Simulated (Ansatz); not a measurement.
## Stack of H-SnSn-H chair under honeycomb InSb, shifted by two thirds of the diagonal in a perpendicular field

What dipole does a perpendicular field induce in the stack of H-SnSn-H chair under honeycomb InSb, shifted by two thirds of the diagonal, and does the gap follow? A positive field points along +c.

Main program and level: Ansatz 0.2.0; plane-wave DFT, PBEsol-D3(BJ), Ansatz PAW, in the first sound run; inputs show where later runs differ.

### Step 1. Starting point

The cell holds 6 atoms: 2 H, 2 Sn, 1 Sb and 1 In. Its edges and angles: a = 4.619 Å, b = 4.619 Å, c = 46.427 Å, α = 90.0°, β = 90.0°, γ = 120.0°. Regions: layer 1: H-SnSn-H chair, 4 atoms (2 H and 2 Sn); layer 2: honeycomb InSb, 2 atoms (1 Sb and 1 In). Vacuum lies along c.

### Step 2. Relaxing the slab

The starting cell is a guess, so the in-plane lattice and the atoms are relaxed first, with the slab cut off from its images along the normal.

File input.yaml:

```yaml
crystal:
  lattice:
    - [4.6185, 0.0, 0.0]
    - [-2.30925, 3.9997383274, 0.0]
    - [0.0, 0.0, 46.4266666657]
  atoms:
    - { symbol: H, position: [0.6666666667, 0.3333333333, 0.4167863297] }
    - { symbol: Sn, position: [0.6666666667, 0.3333333333, 0.4534032165] }
    - { symbol: Sn, position: [0.3333333333, 0.6666666667, 0.4733630098] }
    - { symbol: H, position: [0.3333333333, 0.6666666667, 0.5099798966] }
    - { symbol: Sb, position: [0.3333333333, 0.6666666667, 0.5670591614] }
    - { symbol: In, position: [0.0, 0.0, 0.5832136703] }
  periodic: [true, true, false]
kpoints:
  mp_grid: { grid: [12, 12, 1] }
hamiltonian:
  xc: pbesol
  dispersion: d3bj
scf:
  occupations: { method: fermi_dirac, width: 0.05 }
  convergence: { dr2_threshold: 1.0e-09 }
relax:
  f_tol: 0.004
  max_steps: 90
  cell: {}
output:
  write_potential: true
  write_density: true
  volumetric_format: npy
```

Started as:

```
$ ansatz run input.yaml --threads 4 --pin off --max-ram 6144MiB --backend cpu --events-out ev --progress --plain --runs-dir out
```

Numbers of over 12 decimals in the logs are rounded to 6 here.

The program printed:

```text
Warning: relax.cell: scf.convergence.dr2_threshold = 1e-9 eV is looser than the 1.90940077217e-10 eV advised for a relaxation that steers and ends on the stress (1e-10 eV for each atom of the cell: 6, times the square of relax.cell.stress_2d_tol = 0.05 N/m over 17.7 Å (the atoms' height at the walk's start and 5 Å past either face), 2.821e-2 GPa, over a crystal's default 0.05). What an SCF threshold leaves in a stress goes as its square root, and in the free energy as the threshold itself, and one threshold admits the most on a small cell: [figures from the program's tests cut] Set scf.convergence.dr2_threshold to 1.90940077217e-10 eV or tighter. [rest of the remark cut]
Engine: ansatz 0.2.0, x86_64-unknown-linux-gnu
Pseudopotentials: kind: paw
Pseudopotential: H, paw, valence charge 1, recommended cutoff 420 eV (normal), H.paw.azcp
Pseudopotential: Sn, paw, valence charge 14, recommended cutoff 420 eV (normal), Sn.paw.azcp
Pseudopotential: Sb, paw, valence charge 15, recommended cutoff 420 eV (normal), Sb.paw.azcp
Pseudopotential: In, paw, valence charge 13, recommended cutoff 420 eV (normal), In.paw.azcp
Functional definition: PBEsol
  exchange = pbesol_x
  correlation = pbesol_c
Crystal: 6 atoms, lattice volume = 857.630 Å³
Basis set: ecut = 420 eV, 16877 PW (Γ), exchange–correlation on 64×64×640 points (8 copies of the dense FFT grid, shifted against one another)
Bands: 35, of which v1, the nominal top of the filled ones, is band 29 counted from 1 (28 counted from 0)
Symmetry: 6 space group operations
Space group: P3m1 (ITA 156), of the structure as read, at distance tolerance 9.5e-5 Å
k-points: 19 of 144 (time reversal used)
Non-local potential: H, projectors of the file, l = 0: 2, l = 1: 1
Non-local potential: Sn, projectors of the file, l = 0: 2, l = 1: 2, l = 2: 2, l = 3: 2
Non-local potential: Sb, projectors of the file, l = 0: 2, l = 1: 2, l = 2: 2, l = 3: 2
Non-local potential: In, projectors of the file, l = 0: 2, l = 1: 2, l = 2: 2, l = 3: 2
PAW form: soft (Blöchl's): semilocal exchange-correlation on the pseudo side does not see the compensation charge
PAW frozen core: Sn, regenerated for the run's functional, and the local potential with it (the file was generated under x = pbe(κ = 0.804, μ = 0.219515), c = pbe(β = 0.066725))
PAW frozen core: Sb, regenerated for the run's functional, and the local potential with it (the file was generated under x = pbe(κ = 0.804, μ = 0.219515), c = pbe(β = 0.066725))
PAW frozen core: In, regenerated for the run's functional, and the local potential with it (the file was generated under x = pbe(κ = 0.804, μ = 0.219515), c = pbe(β = 0.066725))
PAW one-centre angular grid: H, 110 points (default); XC on 64 Gauss nodes
PAW one-centre angular grid: Sn, 590 points (default); XC on 64 Gauss nodes
PAW one-centre angular grid: Sb, 590 points (default); XC on 64 Gauss nodes
PAW one-centre angular grid: In, 590 points (default); XC on 64 Gauss nodes
Initial density: superposition of atomic densities (neutral atoms: chi_scale 0, normalization atom), corrected by the library's trained network
Initial wavefunctions: pseudopotential atomic-orbital guess
Functional: x = pbesol(κ = 0.804, μ = 0.123457), c = pbesol(β = 0.046)
SCF iter   1: F=—  HF=-23863.391789 eV  |F-HF|=—  |Δ(HF+E_count)|=         —  Δρ=1.86e-3  dr2=5.78e-2  ethr=1.77e-3  ⟨swp⟩=13.8  Hψ=4311  notcnv=0  defer=2
preconditioner: auto → Resta (q_TF=auto, 1.741 Å⁻¹)  ε∞=1.5  [insulator: Δε(μ)=0.398 eV  Ē_g=7.257 eV  σ=0.050 eV  W_gap=0.96  n_scr=90 (ndim 8)  ℏωp=5.4 eV  f_vac=0.774  D(μ)=0.02/eV (n_scr^D=0)  ε∞_Penn≈1.5  vacuum switching on, ρ_ref=3.8e-3 e/Å³]
SCF iter   2: F=—  HF=-23863.387292 eV  |F-HF|=—  |Δ(HF+E_count)|=   4.50e-3  Δρ=8.19e-4  dr2=4.76e-2  ethr=9.96e-5  ⟨swp⟩=4.3  Hψ=1394  notcnv=0  defer=18
preconditioner: auto → LDOS  [insulator: Δε(μ)=0.515 eV  Ē_g=7.233 eV  σ=0.050 eV  W_gap=0.72  n_scr=90 (ndim 8)  ℏωp=5.4 eV  f_vac=0.773  D(μ)=0.21/eV (n_scr^D=2)  ε∞_Penn≈1.6  β→1.0]
SCF iter   3: F=—  HF=-23863.386483 eV  |F-HF|=—  |Δ(HF+E_count)|=   8.09e-4  Δρ=5.84e-4  dr2=1.97e-2  ethr=8.20e-5  ⟨swp⟩=4.9  Hψ=1692  notcnv=0  defer=17
SCF iter   4: F=—  HF=-23863.383814 eV  |F-HF|=—  |Δ(HF+E_count)|=   2.67e-3  Δρ=1.56e-4  dr2=7.89e-4  ethr=3.40e-5  ⟨swp⟩=2.6  Hψ=946  notcnv=0  defer=18
SCF iter   5: F=—  HF=-23863.383855 eV  |F-HF|=—  |Δ(HF+E_count)|=   4.14e-5  Δρ=6.99e-5  dr2=2.74e-4  ethr=1.36e-6  ⟨swp⟩=2.9  Hψ=1168  notcnv=0  defer=18
SCF iter   6: F=—  HF=-23863.383848 eV  |F-HF|=—  |Δ(HF+E_count)|=   7.00e-6  Δρ=3.05e-5  dr2=4.90e-5  ethr=4.72e-7  ⟨swp⟩=2.8  Hψ=1250  notcnv=0  defer=18
SCF iter   7: F=—  HF=-23863.383838 eV  |F-HF|=—  |Δ(HF+E_count)|=   9.98e-6  Δρ=8.74e-6  dr2=7.65e-7  ethr=8.45e-8  ⟨swp⟩=2.8  Hψ=867  notcnv=0  defer=18
SCF iter   8: F=—  HF=-23863.383920 eV  |F-HF|=—  |Δ(HF+E_count)|=   8.18e-5  Δρ=2.24e-6  dr2=1.19e-7  ethr=1.32e-9  ⟨swp⟩=3.0  Hψ=1382  notcnv=0  defer=18
SCF iter   9: F=—  HF=-23863.383920 eV  |F-HF|=—  |Δ(HF+E_count)|=   4.15e-8  Δρ=6.21e-7  dr2=5.80e-9  ethr=2.05e-10  ⟨swp⟩=3.5  Hψ=1339  notcnv=0  defer=18
SCF iter  10: F=-23863.383920 eV  HF=-23863.383920 eV  |F-HF|=2.72e-9  |Δ(HF+E_count)|=   1.37e-8  Δρ=1.64e-7  dr2=3.02e-10  ethr=1.72e-12  ⟨swp⟩=12.2  Hψ=5189  notcnv=0
SCF 1 converged in 10 iterations: F = -23863.383920 eV  dr2 = 3.02e-10
  greatest PAW one-centre occupation: 0.996 electrons in one spin orbital (limit 2), on the Sb atom at site 4 (counted from 0), in its partial waves of l = 2
relax step   1: F+E_penalty+E_count = -23863.38392012 eV  Δ(F+E_penalty+E_count) = +0.000e0 eV  max|allowed force component| = 9.432e-1 eV/Å  Δτ_max = 0.0000 Å  P = -1.059 N/m  Ω = 857.630 Å³  fix = [c, alpha, beta]  reactions: c -0.000 N/m  (10 SCF iters, accepted)
Crystal: 6 atoms, lattice volume = 848.970 Å³
Basis set: ecut = 420 eV, 16697 PW (Γ), exchange–correlation on 64×64×640 points (8 copies of the dense FFT grid, shifted against one another)
Initial density: handed on by an earlier stage of this run
Initial wavefunctions: those handed on with the density
iter 1 solved again at ethr=1.89e-4 eV; its pass at ethr=3.10e-3 eV (dr2=1.09e-1 eV) is discarded
SCF iter   1: F=—  HF=-23863.307287 eV  |F-HF|=—  |Δ(HF+E_count)|=         —  Δρ=3.99e-3  dr2=1.08e-1  ethr=1.89e-4  ⟨swp⟩=3.7  Hψ=5031  notcnv=0  defer=1
preconditioner: auto → Resta (q_TF=auto, 1.744 Å⁻¹)  ε∞=1.5  [insulator: Δε(μ)=0.469 eV  Ē_g=7.376 eV  σ=0.050 eV  W_gap=0.98  n_scr=90 (ndim 8)  ℏωp=5.4 eV  f_vac=0.776  D(μ)=0.01/eV (n_scr^D=0)  ε∞_Penn≈1.5  vacuum switching on, ρ_ref=3.9e-3 e/Å³]
[...]
SCF iter   7: F=—  HF=-23863.425681 eV  |F-HF|=—  |Δ(HF+E_count)|=   1.54e-7  Δρ=1.18e-5  dr2=1.96e-6  ethr=1.45e-8  ⟨swp⟩=2.8  Hψ=1191  notcnv=0  defer=9
SCF iter   8: F=—  HF=-23863.425764 eV  |F-HF|=—  |Δ(HF+E_count)|=   8.33e-5  Δρ=4.11e-6  dr2=1.86e-7  ethr=3.38e-9  ⟨swp⟩=2.5  Hψ=1112  notcnv=0  defer=9
SCF iter   9: F=—  HF=-23863.425764 eV  |F-HF|=—  |Δ(HF+E_count)|=   6.90e-8  Δρ=8.14e-7  dr2=7.74e-9  ethr=3.20e-10  ⟨swp⟩=3.0  Hψ=1307  notcnv=0  defer=9
SCF iter  10: F=-23863.425764 eV  HF=-23863.425764 eV  |F-HF|=4.58e-10  |Δ(HF+E_count)|=   4.83e-9  Δρ=2.66e-7  dr2=8.03e-10  ethr=1.72e-12  ⟨swp⟩=10.6  Hψ=5767  notcnv=0
SCF 3 converged in 10 iterations: F = -23863.425764 eV  dr2 = 8.03e-10
relax step   3: F+E_penalty+E_count = -23863.42576397 eV  Δ(F+E_penalty+E_count) = -4.184e-2 eV  max|allowed force component| = 9.221e-2 eV/Å  Δτ_max = 0.0774 Å  P = -0.167 N/m  Ω = 849.195 Å³  energy of the carried Pulay correction = +4.722e-4 eV  fix = [c, alpha, beta]  reactions: c -0.000 N/m  (10 SCF iters, accepted)
[...]
relax step   4: F+E_penalty+E_count = -23863.42690589 eV  Δ(F+E_penalty+E_count) = -1.142e-3 eV  max|allowed force component| = 1.650e-2 eV/Å  Δτ_max = 0.0106 Å  P = -0.070 N/m  Ω = 846.639 Å³  energy of the carried Pulay correction = +6.163e-4 eV  fix = [c, alpha, beta]  reactions: c -0.000 N/m  (8 SCF iters, accepted)
[...]
relax step   5: F+E_penalty+E_count = -23863.42712892 eV  Δ(F+E_penalty+E_count) = -2.230e-4 eV  max|allowed force component| = 7.550e-3 eV/Å  Δτ_max = 0.0063 Å  P = -0.012 N/m  Ω = 844.893 Å³  energy of the carried Pulay correction = +7.149e-4 eV  fix = [c, alpha, beta]  reactions: c -0.000 N/m  (8 SCF iters, accepted)
[...]
relax step   6: F+E_penalty+E_count = -23863.42714321 eV  Δ(F+E_penalty+E_count) = -1.429e-5 eV  max|allowed force component| = 1.608e-3 eV/Å  Δτ_max = 0.0039 Å  P = +0.005 N/m  Ω = 844.874 Å³  energy of the carried Pulay correction = +7.160e-4 eV  fix = [c, alpha, beta]  reactions: c +0.000 N/m  (7 SCF iters, accepted)
Initial wavefunctions: pseudopotential atomic-orbital guess (no wavefunctions were taken with the density)
iter 1 solved again at ethr=3.71e-7 eV; its pass at ethr=3.10e-3 eV (dr2=2.15e-4 eV) is discarded
SCF iter   1: F=—  HF=-23863.426355 eV  |F-HF|=—  |Δ(HF+E_count)|=         —  Δρ=1.03e-5  dr2=1.30e-7  ethr=3.71e-7  ⟨swp⟩=5.2  Hψ=6841  notcnv=0
eigensolver tolerance schedule: the retry pair's looser diagonalisation over-reported the residual by 1654.34 of it (diagonalisation noise at 0.25 of the residual, at the tolerance the schedule requests for it); recorded, not acted on — ethr = c·dr2/N_el stays at c = 1.0e-1
preconditioner: auto → Resta (q_TF=auto, 1.746 Å⁻¹)  ε∞=1.6  [insulator: Δε(μ)=0.450 eV  Ē_g=7.301 eV  σ=0.050 eV  W_gap=0.98  n_scr=90 (ndim 8)  ℏωp=5.4 eV  f_vac=0.772  D(μ)=0.01/eV (n_scr^D=0)  ε∞_Penn≈1.6  vacuum switching on, ρ_ref=3.9e-3 e/Å³]
SCF iter   2: F=—  HF=-23863.426449 eV  |F-HF|=—  |Δ(HF+E_count)|=   9.45e-5  Δρ=5.04e-6  dr2=3.49e-8  ethr=2.24e-10  ⟨swp⟩=4.4  Hψ=2028  notcnv=0
SCF iter   3: F=—  HF=-23863.426450 eV  |F-HF|=—  |Δ(HF+E_count)|=   1.09e-7  Δρ=1.73e-6  dr2=4.81e-9  ethr=6.02e-11  ⟨swp⟩=2.7  Hψ=1184  notcnv=0
SCF iter   4: F=—  HF=-23863.426450 eV  |F-HF|=—  |Δ(HF+E_count)|=   1.56e-8  Δρ=3.14e-7  dr2=5.42e-9  ethr=1.72e-12  ⟨swp⟩=20.4  Hψ=5911  notcnv=0
SCF iter   5: F=-23863.426450 eV  HF=-23863.426450 eV  |F-HF|=2.98e-10  |Δ(HF+E_count)|=  6.91e-10  Δρ=1.36e-7  dr2=2.05e-10  ethr=1.72e-12  ⟨swp⟩=8.4  Hψ=4178  notcnv=0
SCF 7 converged in 5 iterations: F = -23863.426450 eV  dr2 = 2.05e-10
relax step   7: F+E_penalty+E_count = -23863.42644958 eV  Δ(F+E_penalty+E_count) = +6.936e-4 eV  max|allowed force component| = 1.657e-3 eV/Å  Δτ_max = 0.0000 Å  P = +0.003 N/m  Ω = 844.874 Å³  fix = [c, alpha, beta]  reactions: c +0.000 N/m  stress off target by 3.08e-3 N/m on what of the cell is left free  SCF on the basis re-selected at this cell (its energy is not comparable with the rows above)  (5 SCF iters)
basis re-selected at this cell: Δ(F+E_penalty+E_count) = +6.936e-4 eV, ΔP = -0.002 N/m vs the last step (what re-selecting the basis moved, of the pressure what is left beyond the Pulay correction that the steps carried, after the strain that the cell walked since its last selection, with what the two solves' SCF thresholds leave and, on support functions, any second-order correction that the steps lacked; it is no m [...]
WARN: The output density's exchange-correlation potential varies sharply where the density is thin. Do not read a vacuum level from v_tot or v_xc, or from such a field of the output density. On a cell that repeats whose density bears no net charge and no dipole along the vacuum's axis use v_es (v_loc + v_h of the components); under efield.dipole_correction with no amplitude use v_es + v_field, which holds any externa [...]
SCF converged after 5 iterations
Free energy (F): -23863.426450 eV
Harris-Foulkes:  -23863.426450 eV  (|F-HF|=2.98e-10)
Internal energy: -23863.426313 eV  (E = F + TS)
E sigma→0 (E₀):  -23863.426381 eV
Entropy (-TS):   -0.000137 eV (-0.023 meV/atom)
Fermi energy:    -4.285983 eV
--- Per-component energies (eV) ---
  E_band       = -1183.987786
  E_kinetic    = 850.987261
  E_local      = -148593.053831  (includes V_loc(G=0)·N_el)
  E_nonlocal   = 675.220181
  E_hartree    = 73903.338174
  E_xc         = -1123.482899
  E_vxc        = -408.864389  (∫ρ·V_xc dr)
  E_paw        = -16719.209199  (= ΣΔE_a)
  E_vpaw       = -1514.951527  (= ΣTr[D̂ρ^β])
  E_aug_tail   = -0.002143  (compensation charges beyond the density's cutoff)
  E_ewald      = 67142.416088
  E_disp       = -0.777383  (pairwise vdW)
  E_core_change = 1.137439  (= ΣΔE_core)
  E_smearing   = -0.000137  (= −TS)
  E_closure    = 0.000000  (closes the sum)
  Σ components = -23863.426450   (vs F -23863.426450, Δ=0.00e0)
--- Forces (eV/Å), atoms counted from 1 ---
  atom   1  H      0.00000000    -0.00000000    -0.00051192
  atom   2  Sn     0.00000000     0.00000000    -0.00017492
  atom   3  Sn     0.00000000    -0.00000000    -0.00107797
  atom   4  H      0.00000000     0.00000000     0.00133336
  atom   5  Sb     0.00000000     0.00000000    -0.00122063
  atom   6  In     0.00000000    -0.00000000     0.00165759
  max |Σ_I F_I| component: 5.51e-6 eV/Å
--- 2D stress c σ (N/m, compression-positive) ---
        0.003081       0.000000      -0.000000
        0.000000       0.003081       0.000000
       -0.000000       0.000000       0.000000
  P = ½ c Tr σ = 0.0031 N/m
--- Band table (eV; the first three rows and the last of 19) ---
  k-point 0: bands = [... 25 lower, -4.9142, -4.9142, -4.5331, -4.5331, -4.0832, -3.7131, -2.0886, -1.0634, ... 2 higher]
  k-point 1: bands = [... 25 lower, -5.5282, -5.2676, -5.0322, -4.6689, -3.4208, -3.0364, -2.0612, -1.1769, ... 2 higher]
  k-point 2: bands = [... 25 lower, -6.3374, -5.7973, -5.3134, -4.9814, -2.9001, -2.5428, -2.0298, -1.0032, ... 2 higher]
  k-point 18: bands = [... 25 lower, -7.4537, -7.2665, -7.2415, -4.8460, -3.6606, -1.0358, -0.7494, -0.6053, ... 2 higher]
  the weakly bound empty levels are not read free of the cell's end (no_gap_told)
--- Relaxed structure (6 steps of the walk, 5 accepted, 1 SCFs on fresh bases) ---
  F+E_penalty+E_count = -23863.42644958 eV   max|allowed force component| = 1.657e-3 eV/Å   (the final SCF, on the basis selected at the relaxed cell)
  cell:  # Å, volume = 844.8737 Å³
    - [4.584023, 0.0, 0]
    - [-2.292012, 3.969881, 0]
    - [0, 0, 46.4266666657]
  atoms:
    - { symbol: H, position: [0.666667, 0.333333, 0.416605] }
    - { symbol: Sn, position: [0.666667, 0.333333, 0.453792] }
    - { symbol: Sn, position: [0.333333, 0.666667, 0.472000] }
    - { symbol: H, position: [0.333333, 0.666667, 0.509510] }
    - { symbol: Sb, position: [0.333333, 0.666667, 0.567590] }
    - { symbol: In, position: [-1.826847328277029e-17, -2.4201135180996126e-17, 0.584309] }
```

It took 84 s on 4 threads of Intel Xeon Platinum 8375C at 2.90GHz (Ice Lake), shared host; peak memory 1.5 GiB; 5.4 min of CPU time.

The steps of the relaxation:

```
step  energy less that of the first step (eV)  largest force component (eV/Å)  volume (Å³)
   1                                   0.0000                          0.9432       857.63
   2                                   0.1090                          1.1751       848.97
   3                                  -0.0418                          0.0922       849.20
   4                                  -0.0430                          0.0165       846.64
   5                                  -0.0432                          0.0076       844.89
   6                                  -0.0432                          0.0016       844.87
  7*                                  -0.0425                          0.0017       844.87
```

Relaxation steps marked * repeat the geometry before them on a plane-wave basis chosen anew for their cell, so energy and pressure can jump there. Relaxation step 2 was tried and not accepted.

The run keeps the 6 symmetry operations that it works with, so distortions that break them were not tested.

| cell as run | before | after | change |
| --- | --- | --- | --- |
| a (Å) | 4.619 | 4.584 | -0.7 % |
| b (Å) | 4.619 | 4.584 | -0.7 % |

The atoms that moved most (Å, along periodic axes as changes of fractional coordinates times the final cell, across vacuum about the mean position):

| atom | dx | dy | dz | length |
| --- | --- | --- | --- | --- |
| Sn3 | 0.000 | 0.000 | -0.063 | 0.063 |
| In6 | 0.000 | 0.000 | 0.051 | 0.051 |
| Sb5 | 0.000 | 0.000 | 0.025 | 0.025 |
| H4 | 0.000 | 0.000 | -0.022 | 0.022 |
| Sn2 | 0.000 | 0.000 | 0.018 | 0.018 |
| H1 | 0.000 | 0.000 | -0.008 | 0.008 |

Final coordinates:

```xyz
6
Lattice="4.5840 0.0000 0.0000 -2.2920 3.9699 0.0000 0.0000 0.0000 46.4267" Properties=species:S:1:pos:R:3
H     2.2920    1.3233   19.3416
Sn    2.2920    1.3233   21.0681
Sn    0.0000    2.6466   21.9134
H     0.0000    2.6466   23.6548
Sb    0.0000    2.6466   26.3513
In    0.0000    0.0000   27.1275
```

Numbers from this step:

| Quantity | Value |
| --- | --- |
| energy at zero smearing | -23863.4264 eV |

The lattice constant a goes from 4.619 to 4.584 Å.

(Continued in part 2 of 4.)

[Logs are printed without paths, hosts, clocks, repeated set-up lines and the standing remarks that a program may print on its own settings, such as how far it seeks lower states.]

[Hosts, paths, dates, database ids (printed as entryN), source tags and the programs' standing remarks are cut or masked in the printed files.]

[Maps of the electrostatic potential energy from Ansatz leave out the sawtooth potential of an applied field or a dipole correction, so their vacuum need not be flat; planar profiles and work functions include it.]
